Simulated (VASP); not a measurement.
# SiC (F-43m) in VASP: further runs, part 2 of 2

VASP 6.6.1. The steps go on from the part before.

### 3 Relaxation of cell and atoms, PBE

This run uses another cell than the first one, of 10.50 Å³/atom, 1.015 times its volume.

File INCAR:

```
PREC = Accurate
ENCUT = 520
EDIFF = 1E-7
ISMEAR = 0
SIGMA = 0.02
LREAL = False
LASPH = True
NELM = 100
ALGO = Fast
ISIF = 3
LWAVE = False
LCHARG = False
GGA = PE
IBRION = 2
NSW = 80
EDIFFG = -0.002
KPAR = 4
```

File KPOINTS:

```
regular mesh
0
Gamma
  12 12 12
```

File POSCAR:

```
SiC                                     
1.0
   -0.0000000000      2.1897029319      2.1897029319
    2.1897029319     -0.0000000000      2.1897029319
    2.1897029319      2.1897029319      0.0000000000
  Si              C             
     1     1
Direct
     0.0000000000000000    0.0000000000000000    0.0000000000000000
     0.2500000000000000    0.2500000000000000    0.2500000000000000
```

Potentials or basis: VASP PAW PBE potentials, release 64 (Si, C).

Run with:

```console
$ cat potpaw_PBE.64/Si/POTCAR potpaw_PBE.64/C/POTCAR > POTCAR
$ mpirun -np 4 vasp_std > vasp.out
```

OUTCAR:

```text
PREC = Accurate
   ENCUT = 520
   EDIFF = 1E-7
   ISMEAR = 0
   LREAL = False
   LASPH = True
   NELM = 100
   ISIF = 3
   GGA = PE
   IBRION = 2
   NSW = 80
   EDIFFG = -0.002

 ion  position               nearest neighbor table
   1  0.000  0.000  0.000-   2 1.90   2 1.90   2 1.90   2 1.90
   2  0.250  0.250  0.250-   1 1.90   1 1.90   1 1.90   1 1.90

  LATTYP: Found a face centered cubic cell.
 ALAT       =     4.3794058638

  Lattice vectors:

 A1 = (   0.0000000000,   2.1897029319,   2.1897029319)
 A2 = (   2.1897029319,   0.0000000000,   2.1897029319)
 A3 = (   2.1897029319,   2.1897029319,   0.0000000000)

Analysis of symmetry for initial positions (statically):
=====================================================================
 Subroutine PRICEL returns:
 Original cell was already a primitive cell.

 Routine SETGRP: Setting up the symmetry group for a
 face centered cubic supercell.

 Subroutine GETGRP returns: Found 24 space group operations
 (whereof 24 operations were pure point group operations)
 out of a pool of 48 trial point group operations.

The static configuration has the point symmetry T_d .

Analysis of symmetry for dynamics (positions and initial velocities):
=====================================================================
 Subroutine PRICEL returns:
 Original cell was already a primitive cell.

 Routine SETGRP: Setting up the symmetry group for a
 face centered cubic supercell.

 Subroutine GETGRP returns: Found 24 space group operations
 (whereof 24 operations were pure point group operations)
 out of a pool of 48 trial point group operations.

The dynamic configuration has the point symmetry T_d .

 Subroutine INISYM returns: Found 24 space group operations
 (whereof 24 operations are pure point group operations),
 and found     1 'primitive' translations

----------------------------------------------------------------------------------------

                                     Primitive cell

  volume of cell :      20.9984

  direct lattice vectors                    reciprocal lattice vectors
     0.000000000  2.189702932  2.189702932    -0.228341476  0.228341476  0.228341476
     2.189702932  0.000000000  2.189702932     0.228341476 -0.228341476  0.228341476
     2.189702932  2.189702932  0.000000000     0.228341476  0.228341476 -0.228341476

  length of vectors
     3.096707584  3.096707584  3.096707584     0.395499038  0.395499038  0.395499038

  position of ions in fractional coordinates (direct lattice)
     0.000000000  0.000000000  0.000000000
     0.250000000  0.250000000  0.250000000

  ion indices of the primitive-cell ions
   primitive index   ion index
                 1           1
                 2           2

----------------------------------------------------------------------------------------

 KPOINTS: regular mesh

Automatic generation of k-mesh.
 Grid dimensions read from file:
 generate k-points for:   12   12   12

 Generating k-lattice:

  Cartesian coordinates                     Fractional coordinates (reciprocal lattice)
    -0.019028456  0.019028456  0.019028456     0.083333333  0.000000000  0.000000000
     0.019028456 -0.019028456  0.019028456     0.000000000  0.083333333  0.000000000
     0.019028456  0.019028456 -0.019028456     0.000000000  0.000000000  0.083333333

  Length of vectors
     0.032958253  0.032958253  0.032958253

  Shift w.r.t. Gamma in fractional coordinates (k-lattice)
     0.000000000  0.000000000  0.000000000

 Subroutine IBZKPT returns following result:
 ===========================================

 Found     72 irreducible k-points:

 Following reciprocal coordinates:
            Coordinates               Weight
  0.000000  0.000000  0.000000      1.000000
  0.083333  0.000000  0.000000      8.000000
  0.166667  0.000000  0.000000      8.000000
  0.250000  0.000000  0.000000      8.000000
  0.333333  0.000000  0.000000      8.000000
  0.416667  0.000000  0.000000      8.000000
[... 16 lines left out ...]
  0.500000  0.166667  0.000000     24.000000
 -0.416667  0.166667  0.000000     24.000000
 [... further k-points ...]
   k-points           NKPTS =     72   k-points in BZ     NKDIM =     72   number of bands    NBANDS=      8
   number of dos      NEDOS =    301   number of ions     NIONS =      2
   total plane-waves  NPLWV =  13824
   dimension x,y,z NGX =    24 NGY =   24 NGZ =   24
   dimension x,y,z NGXF=    48 NGYF=   48 NGZF=   48
   ions per type =               1   1
   NGX,Y,Z   is equivalent  to a cutoff of  12.88, 12.88, 12.88 a.u.
   NGXF,Y,Z  is equivalent  to a cutoff of  25.77, 25.77, 25.77 a.u.
 SYSTEM =  unknown system
   PREC   = accura    normal or accurate (medium, high low for compatibility)
   ISTART =      0    job   : 0-new  1-cont  2-samecut
   ICHARG =      2    charge: 1-file 2-atom 10-const
   ISPIN  =      1    spin polarized calculation?
   LNONCOLLINEAR =      F non collinear calculations
   LSORBIT =      F    spin-orbit coupling
   LASPH  =      T    aspherical Exc in radial PAW
   ENCUT  =  520.0 eV  38.22 Ry    6.18 a.u.   5.76  5.76  5.76*2*pi/ulx,y,z
   NELM   =    100;   NELMIN=  2; NELMDL= -5     # of ELM steps
   EDIFF  = 0.1E-06   stopping-criterion for ELM
   LREAL  =      F    real-space projection
   EDIFFG = -.2E-02   stopping-criterion for IOM
   NSW    =     80    number of steps for IOM
   IBRION =      2    ionic relax: 0-MD 1-quasi-New 2-CG
   NFREE  =      1    steps in history (QN), initial steepest desc. (CG)
   ISIF   =      3    stress and relaxation
   ISYM   =      2    0-nonsym 1-usesym 2-fastsym
   POTIM  = 0.5000    time-step for ionic-motion
   TEBEG  =    0.0;   TEEND  =   0.0 temperature during run
   PSTRESS=    0.0 pullay stress
   NELECT =       8.0000    total number of electrons
   NUPDOWN=      -1.0000    fix difference up-down
   EMIN   =  10.00;   EMAX   =-10.00  energy-range for DOS
   EFERMI =   0.00;   METHOD = LEGACY
   ISMEAR =     0;   SIGMA  =   0.02  broadening in eV -4-tet -1-fermi 0-gaus
   EFERMI_NEDOS =   21; number of points for ismear=-14 and -15
   IALGO  =     68    algorithm
   IMIX   =      4    mixing-type and parameters
     AMIX     =   0.40;   BMIX     =  1.00
     AMIX_MAG =   1.60;   BMIX_MAG =  1.00
  volume/ion in A,a.u.               =      10.50        70.85
  Fermi-wavevector in a.u.,A,eV,Ry     =   1.186797  2.242720 19.163618  1.408486
  Thomas-Fermi vector in A             =   2.322962
   LORBIT       =      0    0 simple, 1 ext, 2 COOP (PROOUT), +10 PAW based schemes
   GGA     = PE    functional components
   LHFCALC =     F    Hartree Fock is set to
   AEXX    =    0.0000 exact exchange contribution
   IVDW    =     0    specifies the selected vdW correction
   LEPSILON=     F    determine dielectric tensor
   LRPA    =     F    only Hartree local field effects (RPA)
 conjugate gradient relaxation of ions
 non-spin polarized calculation
 RMM-DIIS sequential band-by-band and
 Gauss-broadening in eV      SIGMA  =   0.02
  energy-cutoff  :      520.00
  volume of cell :       21.00
 maximum number of plane-waves:       588
   NGX = 11   NGY = 11   NGZ = 11

 number of electron       8.0000001 magnetization

 Free energy of the ion-electron system (eV)
  ---------------------------------------------------
  ext. energy  EPLUGINS =         0.00000000
  ---------------------------------------------------
  free energy    TOTEN  =       -15.06096151 eV

  energy without entropy =      -15.06096151  energy(sigma->0) =      -15.06096151

 E-fermi :   8.0424     XC(G=0): -11.2921

 val. band max:        7.9427114688   @ k =   0.0000   0.0000   0.0000
 cond. band min:       9.3132696490   @ k =   0.5000   0.5000   0.0000
 fundamental gap:      1.3705581802
 Fermi energy:         8.0423704343

 k-point     1 :       0.0000    0.0000    0.0000
  band No.  band energies     occupation
      1      -7.3456      2.00000
      2       7.9427      2.00000
      3       7.9427      2.00000
      4       7.9427      2.00000
      5      14.0046      0.00000
      6      15.1488      0.00000
      7      15.1488      0.00000
      8      15.1488      0.00000
[... 243 lines left out ...]
 k-point    24 :      -0.4167    0.1667    0.0000
  band No.  band energies     occupation
      1      -3.5138      2.00000
      2       0.0051      2.00000
      3       4.8757      2.00000
      4       6.4408      2.00000
      5      13.0399      0.00000
      6      15.5608      0.00000
      7      16.4086      0.00000
      8      18.9829      0.00000

 [... further k-points ...]

------------------------ aborting loop because EDIFF is reached ----------------------------------------

  FORCE on cell =-STRESS in cart. coord.  units (eV):
  Direction    XX          YY          ZZ          XY          YZ          ZX
  --------------------------------------------------------------------------------------
  -------------------------------------------------------------------------------------
  Total       -0.0003660     -0.0003660     -0.0003660      0.0000000     -0.0000000     -0.0000000
  in kB       -0.0279280     -0.0279280     -0.0279280      0.0000000     -0.0000000     -0.0000000
  external PRESSURE =      -0.0279280 kB  Pullay stress =       0.0000000 kB

 VOLUME and BASIS-vectors are now :
 -----------------------------------------------------------------------------
  energy-cutoff  :      520.00
  volume of cell :       21.00
      direct lattice vectors                 reciprocal lattice vectors
     0.000000000  2.189702932  2.189702932    -0.228341476  0.228341476  0.228341476
     2.189702932  0.000000000  2.189702932     0.228341476 -0.228341476  0.228341476
     2.189702932  2.189702932  0.000000000     0.228341476  0.228341476 -0.228341476

 POSITION                                       TOTAL-FORCE (eV/Angst)
 -----------------------------------------------------------------------------------
      0.00000      0.00000      0.00000         0.000000     -0.000000     -0.000000
      1.09485      1.09485      1.09485        -0.000000      0.000000      0.000000
 -----------------------------------------------------------------------------------
    total drift:                                0.000000      0.000000      0.000000

  FREE ENERGIE OF THE ION-ELECTRON SYSTEM (eV)
  ---------------------------------------------------
  free  energy   TOTEN  =       -15.0609615132 eV

  energy  without entropy=      -15.0609615132  energy(sigma->0) =      -15.06096151

 reached required accuracy - stopping structural energy minimisation
```

CONTCAR:

```text
SiC
   1.00000000000000
     0.0000000000000000    2.1897029318999999    2.1897029318999999
     2.1897029318999999    0.0000000000000000    2.1897029318999999
     2.1897029318999999    2.1897029318999999    0.0000000000000000
  Si              C
     1     1
Direct
     0.0000000000000000    0.0000000000000000    0.0000000000000000
     0.2500000000000000    0.2500000000000000    0.2500000000000000

  0.00000000E+00  0.00000000E+00  0.00000000E+00
  0.00000000E+00  0.00000000E+00  0.00000000E+00
```

Wall time 3.8 s (4 MPI ranks of Intel Xeon Platinum 8259CL at 2.50GHz (Skylake/Cascade Lake), shared host); peak memory 0.13 GiB.

Results:

```yaml
Free_energy: -15.0610 eV
Pressure_after_relaxing: 0.0 GPa
Band_gap_on_the_k_mesh: 1.37 eV, indirect (least direct gap 4.53 eV)
```

Final structure:
```xyz
2
Lattice="0.0000 2.1897 2.1897 2.1897 0.0000 2.1897 2.1897 2.1897 0.0000" Properties=species:S:1:pos:R:3 pbc="T T T"
Si    0.0000    0.0000    0.0000
C     1.0949    1.0949    1.0949
```

Levels at points of the mesh, in eV from the valence-band top:
```
           k point  band 2  band 3  band 4  band 5  band 6  band 7
(0.00, 0.00, 0.00)    0.00    0.00    0.00    6.06    7.21    7.21
(0.50, 0.00, 0.00)   -8.45   -1.05   -1.05    5.30    7.17    7.17
(0.50, 0.50, 0.00)   -7.75   -3.16   -3.16    1.37    4.27   13.86
```

Caveat: the relaxation stopped at its first step, so nothing moved.
